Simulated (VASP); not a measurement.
Set up this calculation in VASP 6.6.1, as the native input.

| Property | Result |
| --- | --- |
| Task | evGW0 quasiparticle levels |
| Functional | PBE |
| Potentials or basis | VASP PAW PBE potentials, release 64 (Na_sv_GW, F_GW) |
| Cutoff | 500 eV |
| k mesh | 6 × 6 × 6 |
| Occupations | gaussian, width 0.01 eV |
| Spin | no spin polarisation |
| Ladder | gaps |
| GW scheme | evGW0 |
| GW iterations | 4 |
| Cutoff of the response function | 200 |
| Frequency points | 50 |
| Empty bands | 160 |
| Further INCAR settings | ALGO = EVGW0; EDIFF = 1e-08; NBANDS = 168 |

Crystal: NaF (Villiaumite).

```
CELL_PARAMETERS angstrom
0.00000 2.32000 2.32000
2.32000 0.00000 2.32000
2.32000 2.32000 0.00000
ATOMIC_POSITIONS crystal
Na 0.00000 0.00000 0.00000
F 0.50000 0.50000 0.50000
```

One way to write it, as run:

POSCAR

```
NaF
1.0
    0.0000000000      2.3200000000      2.3200000000
    2.3200000000      0.0000000000      2.3200000000
    2.3200000000      2.3200000000      0.0000000000
Na F
1 1
Direct
    0.0000000000      0.0000000000      0.0000000000
    0.5000000000      0.5000000000      0.5000000000
```

INCAR.step1

```
SYSTEM = NaF
ALGO = Normal
EDIFF = 1E-8
ENCUT = 500
GGA = PE
ISMEAR = 0
KPAR = 4
LASPH = .True.
LCHARG = .False.
LREAL = .False.
LWAVE = .True.
NELM = 60
PREC = Accurate
SIGMA = 0.01
```

INCAR.step2

```
SYSTEM = NaF
ALGO = Exact
EDIFF = 1E-8
ENCUT = 500
GGA = PE
ISMEAR = 0
ISTART = 1
KPAR = 4
LASPH = .True.
LCHARG = .False.
LOPTICS = .True.
LREAL = .False.
LWAVE = .True.
NBANDS = 168
NELM = 1
PREC = Accurate
SIGMA = 0.01
```

INCAR.step3

```
SYSTEM = NaF
ALGO = EVGW0
EDIFF = 1E-8
ENCUT = 500
ENCUTGW = 200
GGA = PE
ISMEAR = 0
ISTART = 1
KPAR = 4
LASPH = .True.
LCHARG = .False.
LREAL = .False.
LWAVE = .False.
NBANDS = 168
NBANDSGW = 16
NELMGW = 4
NOMEGA = 50
PREC = Accurate
PRECFOCK = Fast
SIGMA = 0.01
```

KPOINTS

```
k-points
0
Gamma
  6 6 6
  0 0 0
```

Potentials or basis: VASP PAW PBE potentials, release 64 (Na_sv_GW, F_GW).

Run with:

```bash
$ cat potpaw_PBE.64/Na_sv_GW/POTCAR potpaw_PBE.64/F_GW/POTCAR > POTCAR
$ cp INCAR.step1 INCAR
$ mpirun -np 4 vasp_std > vasp.out
$ cp INCAR.step2 INCAR
$ mpirun -np 4 vasp_std > vasp.out
$ cp INCAR.step3 INCAR
$ mpirun -np 4 vasp_std > vasp.out
```

Results of the run:

```json
{
  "Band gap on the k mesh, mean-field level": "6.30 eV, direct",
  "Quasiparticle gap": "11.37 eV",
  "Least direct quasiparticle gap": "11.37 eV"
}
```

Caveat: bands, screening cutoff and mesh are small and nothing is extrapolated, so the quasiparticle values aren't converged.

Run time: 8 min on 4 MPI ranks on Intel(R) Xeon(R) Platinum 8488C (Sapphire Rapids) (shared host), peak memory 0.68 GiB a rank.
